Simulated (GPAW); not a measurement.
Crystal: WC (Qusongite).

```
W C
1.0
     2.90650    0.00000    0.00000
    -1.45325    2.51710    0.00000
     0.00000    0.00000    2.83660
W C
1 1
Cartesian
  0.0000 0.0000 0.0000
  1.4533 0.8390 1.4183
```

Base run:

| Item | Value |
| --- | --- |
| Program | GPAW 26.7.0 |
| Functional | revPBE |
| Potentials or basis | the program's PAW data sets (release 1.2.1) made for this functional |
| Cutoff | 800 eV |
| Basis | pw |
| k mesh | 10 × 10 × 9 |
| Occupations | fermi-dirac, width 0.05 eV |
| Spin | no spin polarisation |

Its results: pressure 9.1 GPa.

Question: The run is repeated on the same cell with these changes: functional from revPBE to RPBE; band points from 60 to 100. What comes out?

Answer: Pressure 10.5 GPa.
